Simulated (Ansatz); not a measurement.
## FeO (Wuestite) in Ansatz: the effect of starting spin order

FeO (Wuestite):

```
Fe O
1.0
     1.51882    0.87689    2.51958
    -1.51882    0.87689    2.51958
     0.00000   -1.75378    2.51958
Fe O
1 1
Direct
  0.00000 0.00000 0.00000
  0.50000 0.50000 0.50000
```

Alike in all runs:

```yaml
Program: Ansatz 0.2.0
Task: single point
Functional: PBE
Potentials_or_basis: Ansatz PAW
Cutoff: "420 eV (not typed: the program's choice for these potentials)"
k_mesh: 11 × 11 × 11
Occupations: fermi-dirac, width 0.05 eV
```

Task: One run gave: energy over the lowest run 725.0 meV/atom; pressure -26.2 GPa; final net moment 0.00 μB; final largest site moment 0.00 μB. Which starting spin order did it use?
A. fm
B. spin off
C. random

Result: B.

| starting spin order | spin | starting moments | energy over the lowest run (meV/atom) | pressure (GPa) | final net moment (μB) | final largest site moment (μB) |
| --- | --- | --- | --- | --- | --- | --- |
| spin off | no spin polarisation | - | 725.0 | -26.2 | 0.00 | 0.00 |
| fm | collinear spin, ferromagnetic start | [3.0, 0.0] μB | 0.0 | -1.2 | 4.00 | 3.45 |
| random | collinear spin, random start | [-2.68, 0.0] μB | 0.0 | -1.2 | -4.00 | 3.45 |

Caveats: a cell with one magnetic atom can't hold antiferromagnetic order, which such compounds often take (some runs).
